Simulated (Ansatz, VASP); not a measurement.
## Two plane-wave programs on HfSi3

Contents of INCAR:

```
PREC     = Accurate       # precision mode
ENCUT    = 600            # plane-wave cutoff, eV
EDIFF    = 1E-6           # SCF threshold, eV
ISMEAR   = 0              # smearing method
SIGMA    = 0.1            # smearing width, eV
LREAL    = F              # projectors in reciprocal space
LASPH    = T              # aspherical terms in the spheres
NELM     = 100            # most SCF steps
ALGO     = Normal         # electronic algorithm
ISIF     = 3              # what is computed and relaxed
LWAVE    = F              # write WAVECAR
LCHARG   = F              # write CHGCAR
GGA      = PE             # functional
IBRION   = 2              # ionic algorithm
NSW      = 90             # ionic steps
EDIFFG   = -0.04          # ionic threshold
```

File KPOINTS:

```
Automatic mesh
0
Gamma
  4 4 4
```

File POSCAR:

```
HfSi3
1.0
    0.0000000000      3.2910165300      3.2910165300
    3.2910165300      0.0000000000      3.2910165300
    3.2910165300      3.2910165300      0.0000000000
Hf Si
1 3
Direct
    0.0000000000      0.0000000000      0.0000000000
    0.2500000000      0.2500000000      0.2500000000
    0.7500000000      0.7500000000      0.7500000000
    0.5000000000      0.5000000000      0.5000000000
```

Input for Ansatz:

```yaml
crystal:
  lattice:
    - [0.0, 3.29101653, 3.29101653]
    - [3.29101653, 0.0, 3.29101653]
    - [3.29101653, 3.29101653, 0.0]
  atoms:
    - { symbol: Hf, position: [0.0, 0.0, 0.0] }
    - { symbol: Si, position: [0.25, 0.25, 0.25] }
    - { symbol: Si, position: [0.75, 0.75, 0.75] }
    - { symbol: Si, position: [0.5, 0.5, 0.5] }
basis:
  ecutwfc: 420
kpoints:
  mp_grid: { grid: [4, 4, 4] }
hamiltonian:
  xc: pbe
scf:
  occupations: { method: gaussian, width: 0.1 }
  lower_state_search: "off"
output:
  forces: true
  stress: true
  eigenvalues: true
relax:
  adjacent_minimum: "off"
  f_tol: 0.04
  max_steps: 70
  cell: { stress_tol: 0.4 }
```

Change from the starting cell: species swapped into the Ti3Os type (Fm-3m, No. 225).

Alike in both runs: task relaxation of cell and atoms; functional PBE; k mesh 4 × 4 × 4; occupations gaussian, width 0.1 eV; no spin polarisation.

|  | VASP | Ansatz |
| --- | --- | --- |
| version | VASP 6.6.1 | Ansatz 0.2.0 |
| potentials or method | VASP PAW PBE potentials, release 64 (Hf_pv, Si) | scalar-relativistic, plane waves, PAW |
| plane-wave cutoff (eV) | 600 | 420 |
| valence electrons in the cell | 22 | 38 |

Ansatz gave:

* gap on the k mesh at the Fermi level, each at its own relaxed structure (eV): none
* relaxed volume (Å³/atom): 17.01
* relaxed cell length with the largest relative difference (Å): 4.583
* energy change over the relaxation (meV/atom): -12

Problem. Which values does VASP return?

Solution. gap on the k mesh at the Fermi level, each at its own relaxed structure (eV): none; relaxed volume (Å³/atom): 16.93; relaxed cell length with the largest relative difference (Å): 4.575; energy change over the relaxation (meV/atom): -13.

A gap of «none» marks a metal or a gap that the smearing closes. The two sets of potentials don't hold the same shells in valence.

Caveats: the k mesh is coarse (spacing up to 0.41 Å⁻¹), so the values aren't converged. The runs have no spin-orbit coupling, so splittings on Hf are missing.
